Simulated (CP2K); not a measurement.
Runs of CP2K 2026.2 on Pt. The typed cell holds 1 atom: a = 2.743 Å, b = 2.761 Å, c = 2.721 Å, α = 109.34°, β = 109.59°, γ = 109.30°. This isn't the form of Pt at room conditions, which is fcc.

```csv
task,level,points a segment of the path (NPOINTS),bands added on the path,cutoff of the non-local correlation (Ry),gap on the mesh (eV),pressure (GPa)
single point,PW91,-,-,-,none,(b)
band structure,r2SCAN,8,4,-,none,(a)
single point,RPBE,-,-,-,none,2.5
band structure,LDA,8,4,-,none,-15.0
single point,vdW-DF2,-,-,300,none,22.2
```

Alike in all rows: potentials or basis POTENTIAL_UZH Pt GTH-PBE-q18; TZVP-MOLOPT-PBE-GTH basis; no spin polarisation; cell as given; k mesh 12 × 12 × 12; smearing fermi-dirac 0.05 eV.

Fill in the values left out.

(a) -6.3; (b) -0.2.

Caveats: the potentials were made for another functional, which shifts forces and pressure; the basis of atomic orbitals isn't converged, which shifts pressures, moduli and gaps; spin-orbit coupling is left out, which moves the levels of the heavy elements (some runs).

A k mesh can miss the band edges, and the runs leave out spin-orbit coupling on Pt.

A gap of «none» marks a metal or a gap under the smearing width.

Runs at the PBE level aren't shown here.
